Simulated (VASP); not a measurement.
# HfN (P6_3/mmc) in VASP: notebook, part 2 of 2

VASP 6.6.1. The steps go on from the part before.

## (4) Single point, PBE

The input, INCAR:

```
PREC = Accurate
ENCUT = 520
EDIFF = 1E-7
ISMEAR = -1
SIGMA = 0.05
LREAL = False
LASPH = True
NELM = 80
ALGO = Normal
ISIF = 2
LWAVE = False
LCHARG = False
GGA = PE
NBANDS = 23
```

The input, KPOINTS:

```
Automatic mesh
0
Gamma
  10 10 5
```

The input, POSCAR:

```
HfN
1.0
    3.1339080219      0.0000000000      0.0000000000
   -1.5669540110      2.7140439601      0.0000000000
    0.0000000000      0.0000000000      5.4167677200
Hf N
2 2
Direct
    0.3333333333      0.6666666667      0.2500000000
    0.6666666667      0.3333333333      0.7500000000
    0.0000000000      0.0000000000      0.5000000000
    0.0000000000      0.0000000000      0.0000000000
```

Potentials or basis: VASP PAW PBE potentials, release 64 (Hf_pv, N).

Run with:

```bash
$ cat potpaw_PBE.64/Hf_pv/POTCAR potpaw_PBE.64/N/POTCAR > POTCAR
$ mpirun -np 1 vasp_std > vasp.out
```

OUTCAR:

```text
PREC = Accurate
   ENCUT = 520
   EDIFF = 1E-7
   ISMEAR = -1
   LREAL = False
   LASPH = True
   NELM = 80
   ISIF = 2
   GGA = PE

 ion  position               nearest neighbor table
   1  0.333  0.667  0.250-   3 2.26   4 2.26   3 2.26   4 2.26   3 2.26   4 2.26   2 3.26   2 3.26
                             2 3.26   2 3.26   2 3.26   2 3.26
   2  0.667  0.333  0.750-   3 2.26   4 2.26   3 2.26   4 2.26   3 2.26   4 2.26   1 3.26   1 3.26
                             1 3.26   1 3.26   1 3.26   1 3.26
   3  0.000  0.000  0.500-   1 2.26   2 2.26   2 2.26   1 2.26   2 2.26   1 2.26
   4  0.000  0.000  0.000-   1 2.26   2 2.26   2 2.26   1 2.26   2 2.26   1 2.26

  LATTYP: Found a hexagonal cell.
 ALAT       =     3.1339080219
 C/A-ratio  =     1.7284386402

  Lattice vectors:

 A1 = (   3.1339080219,   0.0000000000,   0.0000000000)
 A2 = (  -1.5669540110,   2.7140439601,   0.0000000000)
 A3 = (   0.0000000000,   0.0000000000,   5.4167677200)

Analysis of symmetry for initial positions (statically):
=====================================================================
 Subroutine PRICEL returns:
 Original cell was already a primitive cell.

 Routine SETGRP: Setting up the symmetry group for a
 hexagonal supercell.

 Subroutine GETGRP returns: Found 24 space group operations
 (whereof 12 operations were pure point group operations)
 out of a pool of 24 trial point group operations.

The static configuration has the point symmetry D_3d.
 The point group associated with its full space group is D_6h.

Analysis of symmetry for dynamics (positions and initial velocities):
=====================================================================
 Subroutine PRICEL returns:
 Original cell was already a primitive cell.

 Routine SETGRP: Setting up the symmetry group for a
 hexagonal supercell.

 Subroutine GETGRP returns: Found 24 space group operations
 (whereof 12 operations were pure point group operations)
 out of a pool of 24 trial point group operations.

The dynamic configuration has the point symmetry D_3d.
 The point group associated with its full space group is D_6h.

 Subroutine INISYM returns: Found 24 space group operations
 (whereof 12 operations are pure point group operations),
 and found     1 'primitive' translations

----------------------------------------------------------------------------------------

                                     Primitive cell

  volume of cell :      46.0727

  direct lattice vectors                    reciprocal lattice vectors
     3.133908022  0.000000000  0.000000000     0.319090411  0.184226935  0.000000000
    -1.566954011  2.714043960  0.000000000     0.000000000  0.368453870  0.000000000
     0.000000000  0.000000000  5.416767720     0.000000000  0.000000000  0.184611940

  length of vectors
     3.133908022  3.133908022  5.416767720     0.368453870  0.368453870  0.184611940

  position of ions in fractional coordinates (direct lattice)
     0.333333333  0.666666667  0.250000000
     0.666666667  0.333333333  0.750000000
     0.000000000  0.000000000  0.500000000
     0.000000000  0.000000000  0.000000000

  ion indices of the primitive-cell ions
   primitive index   ion index
                 1           1
                 2           2
                 3           3
[... 25 lines left out ...]

 Found     42 irreducible k-points:

 Following reciprocal coordinates:
            Coordinates               Weight
  0.000000  0.000000  0.000000      1.000000
  0.100000  0.000000  0.000000      6.000000
  0.200000  0.000000  0.000000      6.000000
  0.300000 -0.000000  0.000000      6.000000
  0.400000  0.000000  0.000000      6.000000
  0.500000  0.000000  0.000000      3.000000
[... 34 lines left out ...]
  0.400000  0.200000  0.400000     12.000000
  0.300000  0.300000  0.400000     12.000000
   k-points           NKPTS =     42   k-points in BZ     NKDIM =     42   number of bands    NBANDS=     23
   number of dos      NEDOS =    301   number of ions     NIONS =      4
   total plane-waves  NPLWV =  23040
   dimension x,y,z NGX =    24 NGY =   24 NGZ =   40
   dimension x,y,z NGXF=    48 NGYF=   48 NGZF=   80
   ions per type =               2   2
   NGX,Y,Z   is equivalent  to a cutoff of  12.73, 12.73, 12.28 a.u.
   NGXF,Y,Z  is equivalent  to a cutoff of  25.46, 25.46, 24.55 a.u.
 SYSTEM =  unknown system
   PREC   = accura    normal or accurate (medium, high low for compatibility)
   ISTART =      0    job   : 0-new  1-cont  2-samecut
   ICHARG =      2    charge: 1-file 2-atom 10-const
   ISPIN  =      1    spin polarized calculation?
   LNONCOLLINEAR =      F non collinear calculations
   LSORBIT =      F    spin-orbit coupling
   LASPH  =      T    aspherical Exc in radial PAW
   ENCUT  =  520.0 eV  38.22 Ry    6.18 a.u.   5.83  5.83 10.07*2*pi/ulx,y,z
   NELM   =     80;   NELMIN=  2; NELMDL= -5     # of ELM steps
   EDIFF  = 0.1E-06   stopping-criterion for ELM
   LREAL  =      F    real-space projection
   EDIFFG = 0.1E-05   stopping-criterion for IOM
   NSW    =      0    number of steps for IOM
   IBRION =     -1    ionic relax: 0-MD 1-quasi-New 2-CG
   NFREE  =      0    steps in history (QN), initial steepest desc. (CG)
   ISIF   =      2    stress and relaxation
   ISYM   =      2    0-nonsym 1-usesym 2-fastsym
   POTIM  = 0.5000    time-step for ionic-motion
   TEBEG  =    0.0;   TEEND  =   0.0 temperature during run
   PSTRESS=    0.0 pullay stress
   NELECT =      30.0000    total number of electrons
   NUPDOWN=      -1.0000    fix difference up-down
   EMIN   =  10.00;   EMAX   =-10.00  energy-range for DOS
   EFERMI =   0.00;   METHOD = LEGACY
   ISMEAR =    -1;   SIGMA  =   0.05  broadening in eV -4-tet -1-fermi 0-gaus
   EFERMI_NEDOS =   21; number of points for ismear=-14 and -15
   IALGO  =     38    algorithm
   IMIX   =      4    mixing-type and parameters
     AMIX     =   0.40;   BMIX     =  1.00
     AMIX_MAG =   1.60;   BMIX_MAG =  1.00
  volume/ion in A,a.u.               =      11.52        77.73
  Fermi-wavevector in a.u.,A,eV,Ry     =   1.418951  2.681429 27.394278  2.013423
  Thomas-Fermi vector in A             =   2.540023
   LORBIT       =      0    0 simple, 1 ext, 2 COOP (PROOUT), +10 PAW based schemes
   GGA     = PE    functional components
   LHFCALC =     F    Hartree Fock is set to
   AEXX    =    0.0000 exact exchange contribution
   IVDW    =     0    specifies the selected vdW correction
   LEPSILON=     F    determine dielectric tensor
   LRPA    =     F    only Hartree local field effects (RPA)
 non-spin polarized calculation
  energy-cutoff  :      520.00
  volume of cell :       46.07
 maximum number of plane-waves:      1275
 NGX is ok and might be reduce to    24
   NGX = 11   NGY = 11   NGZ = 21

 number of electron      30.0000001 magnetization

 Free energy of the ion-electron system (eV)
  ---------------------------------------------------
  ext. energy  EPLUGINS =         0.00000000
  ---------------------------------------------------
  free energy    TOTEN  =       -43.39174044 eV

  energy without entropy =      -43.37910166  energy(sigma->0) =      -43.38542105

 E-fermi :   8.0011     XC(G=0): -12.7433

 val. band max:        7.9492290358   @ k =   0.1000   0.0000   0.2000
 cond. band min:       8.0149975943   @ k =   0.3000   0.3000   0.4000
 fundamental gap:      0.0657685584
 Fermi energy:         8.0010957169

 k-point     1 :       0.0000    0.0000    0.0000
  band No.  band energies     occupation
      1     -23.7775      2.00000
      2     -22.9187      2.00000
      3     -22.8122      2.00000
      4     -22.8122      2.00000
      5     -22.7516      2.00000
      6     -22.7516      2.00000
[... 1029 lines left out ...]
     22      14.0478      0.00000
     23      14.1518      0.00000

 [... further k-points ...]

------------------------ aborting loop because EDIFF is reached ----------------------------------------

  FORCE on cell =-STRESS in cart. coord.  units (eV):
  Direction    XX          YY          ZZ          XY          YZ          ZX
  --------------------------------------------------------------------------------------
  -------------------------------------------------------------------------------------
  Total        1.1123753      1.1123753      1.0296983     -0.0000000     -0.0000000      0.0000000
  in kB       38.6828595     38.6828595     35.8077684     -0.0000000     -0.0000000      0.0000000
  external PRESSURE =      37.7244958 kB  Pullay stress =       0.0000000 kB

 VOLUME and BASIS-vectors are now :
 -----------------------------------------------------------------------------
  energy-cutoff  :      520.00
  volume of cell :       46.07
      direct lattice vectors                 reciprocal lattice vectors
     3.133908022  0.000000000  0.000000000     0.319090411  0.184226935  0.000000000
    -1.566954011  2.714043960  0.000000000     0.000000000  0.368453870  0.000000000
     0.000000000  0.000000000  5.416767720     0.000000000  0.000000000  0.184611940

 POSITION                                       TOTAL-FORCE (eV/Angst)
 -----------------------------------------------------------------------------------
     -0.00000      1.80936      1.35419        -0.000000     -0.000000      0.000000
      1.56695      0.90468      4.06258         0.000000      0.000000      0.000000
      0.00000      0.00000      2.70838        -0.000000     -0.000000      0.000000
      0.00000      0.00000      0.00000         0.000000     -0.000000      0.000000
 -----------------------------------------------------------------------------------
    total drift:                                0.000000     -0.000000      0.000000

  FREE ENERGIE OF THE ION-ELECTRON SYSTEM (eV)
  ---------------------------------------------------
  free  energy   TOTEN  =       -43.3917404449 eV

  energy  without entropy=      -43.3791016557  energy(sigma->0) =      -43.38542105
```

Wall time 28 s (1 thread of Intel Xeon Platinum 8488C (Sapphire Rapids), shared host); peak memory 0.17 GiB.

Results:

```
Free energy            : -43.3917 eV
Pressure               : 3.8 GPa
Band gap on the k mesh : none (metal or under the smearing width)
```

Stress tensor (GPa, compression positive):
```
3.87 0.00 0.00
0.00 3.87 0.00
0.00 0.00 3.58
```

The run has no spin-orbit coupling, so splittings on Hf are missing.

## (5) Single point, PBE (atoms moved at random, drawn with an rms of 0.05 Å)

The input, INCAR:

```
SYSTEM = HfN
ALGO = Normal
EDIFF = 1E-7
ENCUT = 520
GGA = PE
ISIF = 2
ISMEAR = -1
LASPH = .TRUE.
LCHARG = .TRUE.
LELF = .TRUE.
LREAL = .FALSE.
LVHAR = .TRUE.
LWAVE = .FALSE.
NBANDS = 23
NELM = 100
PREC = Accurate
SIGMA = 0.05
```

The input, KPOINTS:

```
k-points
0
G
  10 10 5
  0 0 0
```

The input, POSCAR:

```
HfN
1.0
    3.1339080219      0.0000000000      0.0000000000
   -1.5669540110      2.7140439601      0.0000000000
    0.0000000000      0.0000000000      5.4167677200
Hf N
2 2
Direct
    0.3336620000      0.6541600000      0.2504860000
    0.6614420000      0.3356560000      0.7499240000
    0.0076370000     -0.0035320000      0.4917730000
    0.0046040000      0.0022350000     -0.0066630000
```

Run with:

```bash
$ cat potpaw_PBE.64/Hf_pv/POTCAR potpaw_PBE.64/N/POTCAR > POTCAR
$ mpirun -np 1 vasp_std > vasp.out
```

It took 2.9 min on 1 thread of Intel Xeon Platinum 8488C (Sapphire Rapids), shared host; peak memory 0.34 GiB.

It converged, with:

```
Free energy            : -43.3591 eV
Pressure               : 4.2 GPa
Largest force          : 0.581 eV/Å
Band gap on the k mesh : none (metal or under the smearing width)
```

Forces in eV/Å, atoms in the order of the input:
```
Hf  -0.010  0.316 -0.451
Hf   0.389 -0.074 -0.382
N   -0.280 -0.044  0.507
N   -0.099 -0.198  0.326
```

Stress tensor (GPa, compression positive):
```
 4.58 -0.34 -0.10
-0.34  4.13 -0.03
-0.10 -0.03  3.96
```

Levels at points of the mesh, in eV from the Fermi level:
| k point | band 11 | band 12 | band 13 | band 14 | band 15 | band 16 | band 17 | band 18 | band 19 | band 20 |
| --- | --- | --- | --- | --- | --- | --- | --- | --- | --- | --- |
| (0.00, 0.00, 0.00) | -4.76 | -3.81 | -3.54 | -1.91 | -0.55 | 0.61 | 0.67 | 1.09 | 1.72 | 1.92 |
| (0.50, 0.00, 0.00) | -5.83 | -5.51 | -3.34 | -2.96 | -2.41 | 2.34 | 2.68 | 4.37 | 4.65 | 5.47 |
| (0.00, 0.50, 0.00) | -5.80 | -5.49 | -3.37 | -2.95 | -2.42 | 2.25 | 2.72 | 4.36 | 4.67 | 5.51 |
| (0.50, 0.50, 0.00) | -5.88 | -5.59 | -3.39 | -2.83 | -2.39 | 2.56 | 2.60 | 4.41 | 4.58 | 5.36 |

## (6) Summary

```tsv
level	cell	ladder	gap on the mesh (eV)	pressure (GPa)	largest force (eV/Å)
PBEsol	as given	free	none	-4.5	-
PBEsol	atoms moved at random, drawn with an rms of 0.05 Å	free	none	-4.1	0.57
PBE	as given	-	none	3.8	-
PBE	atoms moved at random, drawn with an rms of 0.05 Å	-	none	4.2	0.58
```

Alike in all rows: task single point; potentials or basis VASP PAW PBE potentials, release 64 (Hf_pv, N); no spin polarisation; k mesh 10 × 10 × 5; cutoff (eV) 520; smearing fermi-dirac 0.05 eV.

Caveats: the PAW data sets were made with another functional, which shifts forces and pressure a little (some runs).

Absolute energies hang on the potentials; compare differences alone.
